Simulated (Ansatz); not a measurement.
Relaxed bulk BP:

```cif
data_structure
_symmetry_space_group_name_H-M 'F-43m'
_symmetry_Int_Tables_number 216
_cell_length_a 4.5483
_cell_length_b 4.5483
_cell_length_c 4.5483
_cell_angle_alpha 90.000
_cell_angle_beta 90.000
_cell_angle_gamma 90.000
_cell_volume 94.09
loop_
_atom_site_label
_atom_site_type_symbol
_atom_site_symmetry_multiplicity
_atom_site_Wyckoff_symbol
_atom_site_fract_x
_atom_site_fract_y
_atom_site_fract_z
_atom_site_occupancy
B1 B 4 a 0.00000 0.00000 0.00000 1
P1 P 4 c 0.25000 0.25000 0.25000 1
```

Miller indices refer to the conventional cell of F-43m (No. 216), a = 4.548 Å, b = 4.548 Å, c = 4.548 Å, α = 90.00°, β = 90.00°, γ = 90.00°. The bulk's gap is 1.25 eV.

The (100) slab of 10 planes, 10.2 Å thick with 15 Å of vacuum as cut; outer planes B (top) and P (bottom).

These are results of Ansatz 0.2.0, DFT PBE, scalar-relativistic, plane waves, PAW, not measurements. Settings: cutoff 420 eV, Γ-centred mesh 8×8×1 on the computed 10-atom cell, Gaussian smearing of 0.05 eV; no spin polarisation. A dipole correction removes the field between periodic images along c.

This cut of an insulator is polar or leaves open shells, so the slab is metallic here; real surfaces compensate by reconstruction or adsorbates.

With the atoms at the bulk's places:

```yaml
Surface_energy_mean_of_both_faces: 3.87 J/m²
Gap_of_the_slab_on_the_mesh: none (metal or semimetal)
Work_function: 5.80 eV (top), 6.24 eV (bottom)
Dipole_of_the_slab_along_+c_per_cell: 0.03 e·Å
```

(1) What changes when all atoms relax within this surface cell and its symmetry?

Results:

(1) The energy falls by 0.148 J/m² a face, and the largest move is 0.16 Å.

```json
{
  "Surface energy (mean of both faces)": "3.72 J/m²",
  "Gap of the slab on the mesh": "none (metal or semimetal)",
  "Work function": "5.42 eV (top), 6.24 eV (bottom)",
  "Dipole of the slab along +c, per cell": "0.05 e·Å"
}
```

```tsv
plane (bottom to top)	atoms	spacing to next, bulk (Å)	relaxed (Å)	change (%)
1	P	1.137	1.137	0.0
2	B	1.137	1.136	-0.1
3	P	1.137	1.134	-0.3
4	B	1.137	1.132	-0.4
5	P	1.137	1.137	0.0
6	B	1.137	1.142	+0.4
7	P	1.137	1.120	-1.5
8	B	1.137	1.174	+3.3
9	P	1.137	0.938	-17.5
10	B
```